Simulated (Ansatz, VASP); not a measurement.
**One calculation of Ta, two programs**

```xyz
1
Lattice="-1.6540 1.6540 1.6540 1.6540 -1.6540 1.6540 1.6540 1.6540 -1.6540" Properties=species:S:1:pos:R:3 pbc="T T T"
Ta    0.0000    0.0000    0.0000
```

Alike in both runs: task single point; functional r2SCAN; k mesh 8 × 8 × 8; occupations gaussian, width 0.15 eV; no spin polarisation.

|  | VASP | Ansatz |
| --- | --- | --- |
| version | VASP 6.6.1 | Ansatz 0.2.0 |
| potentials or method | VASP PAW PBE potentials, release 64 (Ta_pv) | plane waves, PAW |
| plane-wave cutoff (eV) | 520 | 650 |
| valence electrons in the cell | 11 | 13 |

|  | VASP | Ansatz | Ansatz less VASP |
| --- | --- | --- | --- |
| pressure (GPa) | -2.2 | -2.8 | -0.62 |

The two sets of potentials don't hold the same shells in valence. Ansatz warned: «stress_scf_threshold_loose».

Caveats: the PAW data sets were made with another functional, which shifts forces and pressure a little (VASP). The runs have no spin-orbit coupling, so splittings on Ta are missing.
